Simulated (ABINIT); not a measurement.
Crystal: Se.

```xyz
3
Lattice="4.3662 0.0000 0.0000 -2.1831 3.7812 0.0000 0.0000 0.0000 4.9536" Properties=species:S:1:pos:R:3 pbc="T T T"
Se    1.6910    2.9289    0.0000
Se   -0.4921    0.8523    3.3024
Se    0.9841    0.0000    1.6512
```

Base run:

* Program: ABINIT 10.8.3 (patched build)
* Functional: BLYP
* Potentials or basis: JTH PAW PBE v2.0
* Cutoff: 408 eV
* k mesh: 7 × 7 × 6
* Occupations: fermi-dirac, width 0.05 eV
* Spin: no spin polarisation

Its results: band gap on the k mesh 1.23 eV, indirect (least direct gap 1.48 eV); pressure 6.2 GPa; largest force 0.710 eV/Å.

**Question.** The run is repeated on the same cell with these changes: functional from BLYP to PBE; k mesh from 7 × 7 × 6 to 3 × 3 × 2. What comes out?

**Answer.** Band gap on the k mesh 1.24 eV, direct; pressure 3.0 GPa; largest force 0.593 eV/Å.

Several settings changed at once, so the effect can't be laid on one alone.

Caveats: some runs use coarse meshes; the PAW data sets were made with another functional, which shifts forces and pressure a little (some runs); the mesh misses the band edges, which the band path finds closer together (some runs); an odd mesh through Γ misses points on the zone boundary, where band edges often lie (some runs).
